Q: I have eight computed crystals with the names of the elements removed. Which sizes should I keep in mind before I look at them?

A: Neighbouring atoms in metals such as copper or aluminium sit roughly 2.5 to 3 Å apart, and atoms such as carbon and nitrogen come much closer. A simple metal such as aluminium is bound by a few eV per atom, a transition metal by up to about ten. In the table, a more negative "energy less free atoms" means stronger binding, and the "cell moment" belongs to two atoms. Each row also has a volume, a number of neighbours and a shortest distance. We take these up as they are needed, and they are printed in full beside the names at the end. The energies, pressures and moments come from density-functional calculations with the PBEsol functional, while the volumes and distances belong to cells that were taken as given.

Scalar-relativistic all-electron LAPW calculations with Ansatz 0.2.0 and PBEsol for elements in space group P6_3/mmc, with two atoms per fixed cell and only Co spin-polarised. Fermi-Dirac smearing is 0.03 to 0.08 eV, and k meshes run from 13×13×7 to 19×19×10. Energies are relative to spherical, spin-unpolarised free atoms, and pressure is positive in compression. Candidates: N, Co, Ru, Cu, Al, C, Ti, Si.

```
row  energy less free atoms (eV/atom)  pressure (GPa)  cell moment (muB)
  A                             -8.98           -10.2               3.24
  B                             -7.21            -5.8               0.00
  C                             -5.27            -7.6               0.00
  D                             -4.62            -4.3               0.00
  E                             -5.38            -2.5               0.00
  F                             -4.05            -1.5               0.00
  G                             -4.31            -8.1               0.00
  H                            -10.17            -6.3               0.00
```

Q: Where do I start?

A: With the one row that is unlike all the others, row A. Its moment of 3.24 μB per cell is 1.62 μB per atom, and cobalt is the only ferromagnet among the candidates. The zeros elsewhere carry no such weight, because only this run allowed the two spin directions to differ. Row A is cobalt because it has a moment, and no other row is excluded from anything by lacking one.

Q: What does the distance tell me next?

A: It splits off two small atoms. Rows C and D have shortest distances of 2.13 and 1.92 Å, while every other row lies near 2.5 Å or above. These two must be carbon and nitrogen, in an order still to be found.

Q: Rows B and F have the largest volumes, and they are almost equal. Can I separate them?

A: They should be titanium and aluminium, the two candidate metals whose atoms sit about 2.9 Å apart, since the rows have 2.90 and 2.86 Å. Silicon with as many neighbours comes out shorter, as we shall see. Size cannot safely tell the two apart, because B is only 6 % larger than F, but the energy does it at once. Row B is bound by about 3.2 eV per atom more than row F. Titanium has a partly filled d band, and its few d electrons occupy mainly the lower, bonding states of that band. Aluminium binds with s and p electrons alone, so B is titanium and F is aluminium. Part of the gap comes from the free atoms used as the zero, to which I return below, but the order is safe.

Q: Then E, G and H are silicon, copper and ruthenium?

A: Yes, and H is ruthenium, with the strongest binding in the table at −10.17 eV per atom. It too has a partly filled d band, and its 4d orbitals reach far enough to overlap well with those of the neighbours. Copper is different although it stands among the d elements. Its d shell is full, so bonding and antibonding states are both occupied and their effects nearly cancel. Copper should therefore look more like aluminium than like ruthenium, which leaves it E or G.

Q: Those two differ by only about 1 eV. How do I choose?

A: By asking how long a silicon contact becomes when silicon is forced to have twelve neighbours, the number found in both rows. Silicon normally makes four bonds of about 2.4 Å. With twelve contacts the same electrons are spread three times as thinly, so each contact is weaker and longer. Pauling's empirical rule puts this into numbers:

distance = single-bond length + 0.6 Å × log₁₀(contacts / normal bonds)

distance = 2.4 Å + 0.6 Å × log₁₀(12/4) = 2.4 Å + 0.29 Å ≈ 2.7 Å

Row E has 2.69 Å. Row G has 2.56 Å, close to the 2.6 Å or so that I recall for copper metal.

Q: Is a tenth of an ångström enough to decide?

A: It is enough to lean on, but I would want a second argument, because my recalled lengths are themselves rounded to a tenth. The binding supplies one. Copper metal has a cohesive energy of roughly 3.5 eV per atom, and row E would exceed that by 1.9 eV, row G by only 0.8 eV. I take E as silicon and G as copper, with good but not complete confidence.

Q: Why should a row exceed the known cohesive energy at all?

A: For two reasons. PBEsol tends to bind solids too strongly, and the free atoms used as the zero here are not real atoms. A real atom with an open shell lowers its energy by setting its electron spins parallel, and the reference atoms were denied this. Their energy is too high, so the solid looks too strongly bound. A free copper atom has a single unpaired electron and gains little in this way. Most of row G's 0.8 eV is therefore expected to come from the functional, and an excess of 1.9 eV would be hard to explain for copper.

Q: Can the excess be large enough to mislead me?

A: It can reverse an order. In the table cobalt, row A, is bound by 1.8 eV per atom more than titanium, row B. The cohesive energies I recall run the other way, with cobalt about half an eV below titanium. The free cobalt atom has three unpaired d electrons and titanium two, and the energy gained grows roughly as the square of that number. Errors of the functional also enter the excess, so it should not be read as a pure spin energy.

Q: Back to carbon and nitrogen. Row D has only six neighbours. Is it layered?

A: Very probably, judging by the volume. Close-packed spheres at that distance would need less than half the volume that row D has. If the six neighbours form a flat triangular net, each atom covers an area of (√3/2) × distance², about 3.2 Å². Dividing the volume of 12.17 Å³ by this area puts the layers about 3.8 Å apart, twice the distance within a layer.

Q: Layers mean graphite, so D is carbon?

A: That is the tempting answer, but a graphite layer gives each atom three neighbours at about 1.4 Å, not six at 1.92 Å. The rule that worked for silicon does not help either. It predicts distances about 0.34 Å too short for both rows, and the misfit stays the same when the two elements are exchanged. A possible reason is that these small atoms owe their very short bonds to a few well-directed contacts and lose more than silicon when they must share among many, but I have no test of that.

Q: And the energies?

A: They differ by 0.65 eV per atom, but the zero itself is shifted by a different amount for each element. The missing spin energy is about 3 eV for a nitrogen atom and perhaps 1 eV for carbon, so the shifts differ by more than the two rows do. Neither element is in its stable form here, so known cohesive energies are no guide. The pair is certain, but its order remains open.

Q: There is still the pressure. Could it break the tie?

A: No, because it mixes two things, how far a crystal is stretched and how stiff it is. Compression counts as positive and every value is negative, so each cell is larger than PBEsol would choose. Rows C and G show how little the number identifies: −7.6 and −8.1 GPa, for a second-period element and, by our reading, copper.

Q: Then let me see the names.

A: My answer is that A, B, F and H are sure, E and G are probable, and C and D are an undecided pair.

The rows with their labels:

```
element   Z  group  period                 cell  volume (Å³/atom)  first-shell neighbours of M  shortest distance from M (Å)  energy less free atoms (eV/atom)  pressure (GPa)  cell moment (muB)
      C   6     14       2     relaxed with PAW             6.959                           12                          2.13                             -5.27            -7.6               0.00
      N   7     15       2     relaxed with PAW             12.17                            6                          1.92                             -4.62            -4.3               0.00
     Al  13     13       3     relaxed with PAW             16.64                           12                          2.86                             -4.05            -1.5               0.00
     Si  14     14       3     relaxed with PAW             14.33                           12                          2.69                             -5.38            -2.5               0.00
     Ti  22      4       4  measured cell (COD)             17.66                           12                          2.90                             -7.21            -5.8               0.00
     Co  27      9       4     relaxed with PAW             10.87                           12                          2.48                             -8.98           -10.2               3.24
     Cu  29     11       4     relaxed with PAW             11.97                           12                          2.56                             -4.31            -8.1               0.00
     Ru  44      8       5  measured cell (COD)             13.57                           12                          2.65                            -10.17            -6.3               0.00
```

Q: So the layered row is nitrogen, and carbon is the close-packed one. What would have told us?

A: A core level. In these same calculations the 1s level lies 267 eV below the Fermi level in carbon and 378 eV below it in nitrogen. The 1s electron sits close to the nucleus. The other electrons raise its level, but the step from carbon to nitrogen still lowers it by about 110 eV, far more than a change of neighbours can shift it. Distance and binding depend on the valence electrons, and those respond to the structure as well as to the element. The cell edges of the nitrogen run also confirm the flat triangular layers that we inferred from the volume.

Q: Would a handbook of cohesive energies have done as well as your reasoning?

A: It would have sent you wrong on carbon. Diamond and graphite are bound by roughly 7.4 eV per atom, and the row nearest to that is titanium. Carbon with twelve neighbours reaches only 5.27 eV, even though the unpolarised reference atom flatters it. A cohesive energy belongs to a structure as well as to an element.

Q: And did the argument about copper's full d shell hold?

A: The bands of the same run confirm its starting point: the copper d bands end about 1.5 eV below the Fermi level, so they are full. The expected sizes also held for the six heavier elements, with a typical miss of 0.03 Å from the table, though only silicon among them tests Pauling's rule. None of these distances tests the present calculations, since the cells of titanium and ruthenium are measured and the others were relaxed beforehand with PAW. The printed analysis below compares the recalled lengths and Pauling's rule with all eight rows and repeats the exchanges tried here.

Q: If I meet another unnamed row, what order of questions should I keep?

A: Ask first for a moment, then for the distance together with the number of neighbours, and only then for the energy. Among metals, strong binding points to a partly filled d band, while a full d shell binds much like a simple metal. Before comparing an energy with a handbook, check which free atom was taken as zero and whether the crystal is the stable one.

Printed output of the fit:

```
Size rule and binding (angstrom and eV/atom):
  row  predicted distance  predicted less table  volume over close-packed volume  recalled cohesion  binding less recalled cohesion
    C               1.786               -0.3437                            1.018                7.4                           -2.13
    N               1.581               -0.3394                            2.432                4.9                           -0.28
   Al                 2.9                  0.04                            1.006                3.4                            0.65
   Si               2.686             -0.003727                            1.041                4.6                            0.78
   Ti                 2.9                     0                            1.024                4.9                            2.31
   Co                 2.5                  0.02                            1.008                4.4                            4.58
   Cu                 2.6                  0.04                            1.009                3.5                            0.81
   Ru                 2.7                  0.05                            1.031                6.7                            3.47
rms miss of the size rule for the six heavier elements (angstrom): 0.03192
rms miss for C and N as they are (angstrom): 0.3416
rms miss with C and N exchanged (angstrom): 0.3426
rms miss for Si and Cu as they are (angstrom): 0.02841
rms miss with Si and Cu exchanged (angstrom): 0.1096
excess binding if the Si row were Cu (eV/atom): 1.88
spacing of flat triangular layers in the N row (angstrom): 3.812
Co moment per atom (muB): 1.62
Ti volume above Al (percent): 6.13
Ti bound more than Al (eV/atom): 3.16
Si volume above Ru (percent): 5.601
Ru bound more than Si (eV/atom): 4.79
Co bound more than Ti in the table (eV/atom): 1.77
Co less Ti in recalled cohesion (eV/atom): -0.5
C pressure less Cu pressure (GPa): 0.5
1s level below the Fermi level in the C run (eV): 267.1
1s level below the Fermi level in the N run (eV): 377.5
```
